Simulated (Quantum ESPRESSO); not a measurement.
# In (I4/mmm) in Quantum ESPRESSO: further runs

Aim: see how the results for In move with the level of theory and the settings. Levels: LDA, PBE, PBEsol, WC. Tasks: phonons.

Everything below comes from runs of Quantum ESPRESSO 7.5. Logs are shortened: lines on timing, memory, paths and dates and some standing lists are left out, and cuts for length are marked.

## 1. Starting point

It takes space group I4/mmm (No. 139, tetragonal). Conventional cell: a = 3.251 Å, b = 3.251 Å, c = 4.947 Å, α = 90.00°, β = 90.00°, γ = 90.00°. Around In (site symmetry 4/mmm) lie 12 In at 3.25 to 3.38 Å.

## 2. Phonons, LDA

The input, pw.in:

```
&CONTROL
  calculation = 'scf'
  prefix = 'pwscf'
  outdir = './tmp'
  pseudo_dir = './pseudo'
  tprnfor = .true.
  tstress = .true.
  disk_io = 'low'
/
&SYSTEM
  ibrav = 0
  celldm(1) = 8
  nat = 1
  ntyp = 1
  ecutwfc = 70
  nbnd = 12
  occupations = 'smearing'
  smearing = 'mv'
  degauss = 0.01469973
/
&ELECTRONS
  conv_thr = 2d-10
  electron_maxstep = 120
  mixing_beta = 0.5
/
ATOMIC_SPECIES
In   114.8180 In.upf
CELL_PARAMETERS alat
 -0.3839616404744   0.3839616404744   0.5843269393108
  0.3839616404744  -0.3839616404744   0.5843269393108
  0.3839616404744   0.3839616404744  -0.5843269393108
ATOMIC_POSITIONS crystal
In     0.0000000000    0.0000000000    0.0000000000
K_POINTS automatic
9 9 9 0 0 0
```

The input, relax.in:

```
&CONTROL
  calculation = 'vc-relax'
  prefix = 'pwscf'
  outdir = './tmp'
  pseudo_dir = './pseudo'
  tprnfor = .true.
  tstress = .true.
  disk_io = 'low'
  nstep = 40
  forc_conv_thr = 0.0001
  etot_conv_thr = 1d-06
/
&SYSTEM
  ibrav = 0
  celldm(1) = 8
  nat = 1
  ntyp = 1
  ecutwfc = 70
  nbnd = 12
  occupations = 'smearing'
  smearing = 'mv'
  degauss = 0.01469973
/
&ELECTRONS
  conv_thr = 2d-10
  electron_maxstep = 120
  mixing_beta = 0.5
/
&IONS
  ion_dynamics = 'bfgs'
/
&CELL
  cell_dynamics = 'bfgs'
  press = 0
  press_conv_thr = 0.2
/
ATOMIC_SPECIES
In   114.8180 In.upf
CELL_PARAMETERS alat
 -0.3839616404744   0.3839616404744   0.5843269393108
  0.3839616404744  -0.3839616404744   0.5843269393108
  0.3839616404744   0.3839616404744  -0.5843269393108
ATOMIC_POSITIONS crystal
In     0.0000000000    0.0000000000    0.0000000000
K_POINTS automatic
9 9 9 0 0 0
```

The input, scf2.in:

```
&CONTROL
  calculation = 'scf'
  prefix = 'pwscf'
  outdir = './tmp'
  pseudo_dir = './pseudo'
  tprnfor = .true.
  tstress = .true.
  disk_io = 'low'
/
&SYSTEM
  ibrav = 0
  celldm(1) = 8
  nat = 1
  ntyp = 1
  ecutwfc = 70
  nbnd = 12
  occupations = 'smearing'
  smearing = 'mv'
  degauss = 0.01469973
/
&ELECTRONS
  conv_thr = 1d-13
  electron_maxstep = 120
  mixing_beta = 0.5
  startingpot = 'file'
  startingwfc = 'file'
/
ATOMIC_SPECIES
In   114.8180 In.upf
CELL_PARAMETERS alat
 -0.3655389320714   0.3655389320714   0.6048244117813
  0.3655389320714  -0.3655389320714   0.6048244117813
  0.3655389320714   0.3655389320714  -0.6048244117813
ATOMIC_POSITIONS crystal
In     0.0000000000    0.0000000000    0.0000000000
K_POINTS automatic
9 9 9 0 0 0
```

The input, ph.in:

```
phonons of In
&INPUTPH
  prefix = 'pwscf'
  outdir = './tmp'
  tr2_ph = 1d-18
  fildyn = 'dyn'
  niter_ph = 90
  alpha_mix(1) = 0.4
/
-0.4341086848 0.4341086848 0.8266862089
```

Potentials or basis: PseudoDojo 0.4.1 SR LDA standard.

Started as:

```bash
$ OMP_NUM_THREADS=1 mpirun -n 4 pw.x -nk 4 -in pw.in > pw.out
$ OMP_NUM_THREADS=1 mpirun -n 4 pw.x -nk 4 -in relax.in > relax.out
$ OMP_NUM_THREADS=1 mpirun -n 4 pw.x -nk 4 -in scf2.in > scf2.out
$ OMP_NUM_THREADS=1 mpirun -n 4 ph.x -nk 4 -in ph.in > ph.out
```

pw.out:

```text
This program is part of the open-source Quantum ESPRESSO suite
     for quantum simulation of materials; please cite
[... 6 lines left out ...]
     using ibrav=0 with symmetry is DISCOURAGED, use correct ibrav instead

     K-points division:     npool     =       4
     Subspace diagonalization in iterative solution of the eigenvalue problem:
     a serial algorithm will be used

     G-vector sticks info
     --------------------
     sticks:   dense  smooth     PW     G-vecs:    dense   smooth      PW
     Sum         891     891    281                13917    13917    2469

     Using Slab Decomposition

     bravais-lattice index     =            0
     lattice parameter (alat)  =       8.0000  a.u.
     unit-cell volume          =     176.4256 (a.u.)^3
     number of atoms/cell      =            1
     number of atomic types    =            1
     number of electrons       =        13.00
     number of Kohn-Sham states=           12
     kinetic-energy cutoff     =      70.0000  Ry
     charge density cutoff     =     280.0000  Ry
     scf convergence threshold =      2.0E-10
     mixing beta               =       0.5000
     number of iterations used =            8  plain     mixing
     Exchange-correlation= SLA  PW   NOGX NOGC
                           (   1   4   0   0   0   0   0)

     celldm(1)=   8.000000  celldm(2)=   0.000000  celldm(3)=   0.000000
     celldm(4)=   0.000000  celldm(5)=   0.000000  celldm(6)=   0.000000

     crystal axes: (cart. coord. in units of alat)
               a(1) = (  -0.383962   0.383962   0.584327 )
               a(2) = (   0.383962  -0.383962   0.584327 )
               a(3) = (   0.383962   0.383962  -0.584327 )

     reciprocal axes: (cart. coord. in units 2 pi/alat)
               b(1) = ( -0.000000  1.302213  0.855685 )
               b(2) = (  1.302213 -0.000000  0.855685 )
               b(3) = (  1.302213  1.302213  0.000000 )

     PseudoPot. # 1 for In read from file:
     In.upf
     Pseudo is Norm-conserving + core correction, Zval = 13.0
     Generated using ONCVPSP code by D. R. Hamann
     Using radial grid of 1894 points,  6 beta functions with:
                l(1) =   0
                l(2) =   0
                l(3) =   1
                l(4) =   1
                l(5) =   2
                l(6) =   2

     atomic species   valence    mass     pseudopotential
     In               13.00   114.81800     In( 1.00)

     16 Sym. Ops., with inversion, found

   Cartesian axes

     site n.     atom                  positions (alat units)
         1        In     tau(   1) = (   0.0000000   0.0000000   0.0000000  )

     number of k points=    75  Marzari-Vanderbilt smearing, width (Ry)=  0.0147
                       cart. coord. in units 2pi/alat
        k(    1) = (   0.0000000   0.0000000   0.0000000), wk =   0.0027435
        k(    2) = (   0.1446904   0.1446904   0.0000000), wk =   0.0109739
        k(    3) = (   0.2893808   0.2893808   0.0000000), wk =   0.0109739
        k(    4) = (   0.4340711   0.4340711   0.0000000), wk =   0.0109739
        k(    5) = (   0.5787615   0.5787615   0.0000000), wk =   0.0109739
        k(    6) = (   0.1446904  -0.0000000   0.0950761), wk =   0.0219479
[... 67 lines left out ...]
        k(   74) = (  -0.0000000  -0.0000000   0.7606092), wk =   0.0054870
        k(   75) = (   0.0000000   1.1575230  -0.0000000), wk =   0.0109739

     Dense  grid:    13917 G-vectors     FFT dimensions: (  36,  36,  36)

     Initial potential from superposition of free atoms

     starting charge      12.9971, renormalised to      13.0000
     Starting wfcs are    9 randomized atomic wfcs +    3 random wfcs

     Self-consistent Calculation

     iteration #  1     ecut=    70.00 Ry     beta= 0.50
     Davidson diagonalization with overlap
     ethr =  1.00E-02,  avg # of iterations =  4.4

     Threshold (ethr) on eigenvalues was too large:
     Diagonalizing with lowered threshold

     Davidson diagonalization with overlap
     ethr =  4.68E-05,  avg # of iterations =  5.5

     total energy              =    -132.49491473 Ry
     estimated scf accuracy    <       0.00636027 Ry

     iteration #  2     ecut=    70.00 Ry     beta= 0.50
     Davidson diagonalization with overlap
     ethr =  4.89E-05,  avg # of iterations =  2.0

     total energy              =    -132.49582716 Ry
     estimated scf accuracy    <       0.00037274 Ry

     iteration #  3     ecut=    70.00 Ry     beta= 0.50
     Davidson diagonalization with overlap
     ethr =  2.87E-06,  avg # of iterations =  3.6

     total energy              =    -132.49584803 Ry
     estimated scf accuracy    <       0.00005335 Ry
[... 12 lines left out ...]
     total energy              =    -132.49585213 Ry
     estimated scf accuracy    <       0.00000004 Ry

     iteration #  6     ecut=    70.00 Ry     beta= 0.50
     Davidson diagonalization with overlap
     ethr =  3.23E-10,  avg # of iterations =  2.0

     total energy              =    -132.49585213 Ry
     estimated scf accuracy    <          8.9E-09 Ry

     iteration #  7     ecut=    70.00 Ry     beta= 0.50
     Davidson diagonalization with overlap
     ethr =  6.81E-11,  avg # of iterations =  2.0

     End of self-consistent calculation

          k = 0.0000 0.0000 0.0000 (  1769 PWs)   bands (ev):

    -4.4411  -4.3309  -4.3309  -4.2471  -4.1456   0.5997  20.6125  20.6125
    20.7572  22.1248  24.2005  24.3339

          k = 0.1447 0.1447 0.0000 (  1759 PWs)   bands (ev):

    -4.3882  -4.3593  -4.2992  -4.2368  -4.1653   0.9779  18.8301  19.0299
    19.4453  20.7319  24.8058  26.0971

          k = 0.2894 0.2894 0.0000 (  1750 PWs)   bands (ev):

    -4.4310  -4.2882  -4.2491  -4.2154  -4.1506   2.1268  16.4889  16.7777
    17.2772  19.2118  20.3999  27.4522

          k = 0.4341 0.4341 0.0000 (  1750 PWs)   bands (ev):

    -4.5120  -4.4027  -4.1139  -4.0951  -4.0811   4.0543  13.8858  14.7300
    15.1066  18.0887  18.2084  29.5092
[... 183 lines left out ...]
    -4.4235  -4.3957  -4.2886  -4.0616  -4.0513   5.9261   7.1632  15.4550
    18.6311  20.8267  24.4420  24.4422

          k =-1.1575-0.4341-0.2852 (  1738 PWs)   bands (ev):

    -4.4077  -4.3690  -4.2370  -4.1360  -4.0632   5.4827   8.7248  14.2399
    15.7794  21.5349  24.1025  26.2601

          k =-1.0128-0.2894-0.2852 (  1748 PWs)   bands (ev):

    -4.3772  -4.3519  -4.2245  -4.1455  -4.1115   5.1162  11.4590  11.7840
    14.5765  22.1527  25.0158  26.0880

          k =-0.0000 0.5788-0.1902 (  1753 PWs)   bands (ev):

    -4.4045  -4.3894  -4.2816  -4.1159  -4.0618   4.0293   9.6962  15.3704
    19.6266  21.6529  24.0868  24.2237

          k = 0.1447 0.7235-0.1902 (  1745 PWs)   bands (ev):

    -4.3952  -4.3815  -4.2498  -4.1310  -4.0488   5.8652   8.2427  13.8717
    16.4602  21.3478  24.1650  26.6732

          k =-1.0128-0.4341-0.1902 (  1746 PWs)   bands (ev):

    -4.4104  -4.3090  -4.2252  -4.1700  -4.0614   6.9285   9.0192  12.0069
    13.7506  21.1923  25.7718  26.8672

          k = 0.0000 0.4341-0.0951 (  1749 PWs)   bands (ev):

    -4.3850  -4.3706  -4.2624  -4.1834  -4.1253   2.4162  12.9682  15.8358
    20.7305  22.7223  23.8697  24.3933

          k = 0.1447 0.5788-0.0951 (  1745 PWs)   bands (ev):

    -4.4042  -4.3622  -4.2520  -4.1614  -4.0652   3.9654  11.0500  13.9716
    17.7286  21.3111  23.7409  25.5664

          k = 0.2894 0.7235-0.0951 (  1745 PWs)   bands (ev):

    -4.4402  -4.3672  -4.2144  -4.1073  -4.0438   6.2104   9.8558  12.5254
    13.9290  20.5519  23.1907  27.0239

          k =-0.8681-0.4341-0.0951 (  1751 PWs)   bands (ev):

    -4.4582  -4.3845  -4.1397  -4.1234  -4.0380   8.3070   9.3680  10.5984
    12.7983  20.2974  22.9529  28.8072

          k =-0.0000 0.2894-0.0000 (  1750 PWs)   bands (ev):

    -4.3786  -4.3606  -4.2879  -4.1983  -4.1841   1.3621  16.3724  17.0361
    21.1363  22.5306  24.7147  24.7790

          k = 0.1447 0.4341-0.0000 (  1750 PWs)   bands (ev):

    -4.4063  -4.3375  -4.2398  -4.2133  -4.1168   2.5216  14.0877  14.8907
    19.2133  21.5958  21.6296  26.7266

          k = 0.2894 0.5788-0.0000 (  1748 PWs)   bands (ev):

    -4.4680  -4.3765  -4.1994  -4.1119  -4.0502   4.4484  12.3234  13.3450
    15.1869  20.1926  20.5037  28.2911

          k = 0.4341 0.7235-0.0000 (  1753 PWs)   bands (ev):

    -4.5091  -4.4452  -4.1052  -4.0407  -4.0332   7.0780  10.1469  12.5333
    12.6181  19.5997  19.9296  30.1981
[... 23 lines left out ...]
    -4.5126  -4.3918  -4.1689  -4.0978  -4.0666   3.9811  12.3869  14.0111
    14.5405  21.1691  21.2229  27.9239

          k = 0.0000 0.8681-0.1902 (  1740 PWs)   bands (ev):

    -4.4634  -4.3214  -4.2119  -4.1534  -4.0524   6.2563   8.2138  12.5619
    17.1171  19.7608  26.9074  27.0562

          k =-1.1575-0.2894-0.1902 (  1732 PWs)   bands (ev):

    -4.4665  -4.3668  -4.1937  -4.1224  -4.0478   5.6121  10.3998  12.0401
    14.3251  21.2615  24.2464  26.6018

          k =-0.0000 0.7235-0.0951 (  1748 PWs)   bands (ev):

    -4.4288  -4.3300  -4.2248  -4.1200  -4.1105   5.4689   9.2333  12.1820
    18.2053  20.5029  26.1843  26.2640

          k = 0.1447 0.8681-0.0951 (  1744 PWs)   bands (ev):

    -4.4316  -4.3090  -4.2213  -4.1668  -4.0553   7.1377   8.6445  11.0761
    14.9661  21.6767  25.3270  27.6677

          k =-1.0128-0.2894-0.0951 (  1726 PWs)   bands (ev):

    -4.3764  -4.3640  -4.2564  -4.1450  -4.0293   7.2575  10.0043  11.0633
    12.1458  23.7391  24.5131  25.7828

          k = 0.0000 0.5788-0.0000 (  1756 PWs)   bands (ev):

    -4.3933  -4.3627  -4.2222  -4.1847  -4.0988   3.6925  11.9011  12.7174
    19.6769  21.6731  25.0032  25.6153
[... 18 lines left out ...]
    -4.5675  -4.4363  -4.0917  -4.0750  -4.0309   4.8693  10.6952  13.5303
    15.4949  18.7963  20.7883  31.0890

          k = 0.0000 1.0128-0.0951 (  1728 PWs)   bands (ev):

    -4.5231  -4.3743  -4.1281  -4.1196  -4.0354   6.6108   9.3463  10.9389
    15.8497  18.9951  24.0757  29.7968

          k =-1.1575-0.1447-0.0951 (  1726 PWs)   bands (ev):

    -4.5451  -4.4414  -4.1044  -4.0646  -4.0202   6.2797   9.2275  13.2969
    13.5287  20.7414  20.7446  29.7017

          k =-0.0000 0.8681-0.0000 (  1752 PWs)   bands (ev):

    -4.4758  -4.2457  -4.2258  -4.1617  -4.0779   7.1364   9.4749   9.5172
    16.7952  19.5598  27.8455  28.7163

          k = 0.1447 1.0128-0.0000 (  1732 PWs)   bands (ev):

    -4.4820  -4.3754  -4.1710  -4.1190  -4.0239   7.6913   8.6523  10.8435
    13.9196  21.0736  24.1285  28.1227

          k =-0.0000-0.0000 0.7606 (  1704 PWs)   bands (ev):

    -4.6127  -4.4823  -4.0442  -4.0165  -4.0165   5.9218   8.9052  14.9839
    14.9839  18.4912  18.5522  33.3373

          k = 0.0000 1.1575-0.0000 (  1714 PWs)   bands (ev):

    -4.5866  -4.4660  -4.0592  -4.0391  -4.0145   7.2736   7.7567  13.1114
    15.1064  18.5862  20.5550  32.2554

     the Fermi energy is    10.2116 ev

!    total energy              =    -132.49585213 Ry
     estimated scf accuracy    <          6.8E-11 Ry
     smearing contrib. (-TS)   =      -0.00004300 Ry
     internal energy E=F+TS    =    -132.49580913 Ry

     The total energy is F=E-TS. E is the sum of the following terms:
     one-electron contribution =     -33.42686914 Ry
     hartree contribution      =      27.37844610 Ry
     xc contribution           =     -39.42740583 Ry
     ewald contribution        =     -87.01998026 Ry

     convergence has been achieved in   7 iterations

     Forces acting on atoms (cartesian axes, Ry/au):

     atom    1 type  1   force =     0.00000000    0.00000000    0.00000000

     Total force =     0.000000     Total SCF correction =     0.000000

     Computing stress (Cartesian axis) and pressure

          total   stress  (Ry/bohr**3)                   (kbar)     P=      -25.08
  -0.00017390   0.00000000   0.00000000          -25.58        0.00        0.00
   0.00000000  -0.00017390   0.00000000            0.00      -25.58        0.00
   0.00000000   0.00000000  -0.00016357            0.00        0.00      -24.06

=------------------------------------------------------------------------------=
   JOB DONE.
=------------------------------------------------------------------------------=
```

Run time: 4.4 min. Hardware: 4 MPI ranks of Arm Neoverse V2, shared host; peak memory 0.36 GiB.

What came out:

| Quantity | Value |
| --- | --- |
| Free energy | -1802.7181 eV |
| Relaxed volume | 24.53 Å³/atom |
| Relaxed cell | a = 3.368 Å, b = 3.368 Å, c = 3.368 Å, α = 125.30°, β = 125.30°, γ = 81.04° |
| Space group after relaxing (to 0.05 Å) | I4/mmm (No. 139) |
| Pressure after relaxing | 0.0 GPa |
| Band gap on the k mesh | none (metal or under the smearing width) |
| Highest phonon frequency at the q point run | 114 cm⁻¹ |

Step by step:
```tsv
step	energy change (eV)	largest force (eV/Å)	pressure (GPa)	volume (Å³)
1	0.0000	0.0000	-2.51	26.14
2	-0.0047	0.0000	-2.05	25.81
3	-0.0099	0.0000	-1.33	25.33
4	-0.0133	0.0000	-0.15	24.64
5	-0.0135	0.0000	0.06	24.52
6	-0.0137	0.0000	0.20	24.43
7	-0.0140	0.0000	0.28	24.36
8	-0.0144	0.0000	0.31	24.32
9	-0.0149	0.0000	0.32	24.30
10	-0.0158	0.0000	0.39	24.29
11	-0.0184	0.0000	0.54	24.26
12	-0.0189	0.0000	0.77	24.20
13	-0.0200	0.0000	0.28	24.41
14	-0.0201	0.0000	-0.06	24.55
15	-0.0202	0.0000	0.02	24.52
16	-0.0202	0.0000	0.01	24.53
```

Final structure:
```
In
1.0
    -1.54748    1.54748    2.56047
     1.54748   -1.54748    2.56047
     1.54748    1.54748   -2.56047
In
1
Direct
  0.00000 0.00000 0.00000
```

Phonon frequencies in cm⁻¹ (negative: imaginary):
```tsv
q point	frequencies
(0.817, 0.183, -0.500)	73 88 114
```

Phonon modes at q = (0.817, 0.183, -0.500) in reciprocal lattice units:
```tsv
mode	symmetry	cm⁻¹
1	B_1	73
2	A_1	88
3	B_2	114
```

Caveat: the q point doesn't lie on the k mesh, which can shift a metal's frequencies strongly unless the mesh is converged.

(Continued in part 2 of 3.)
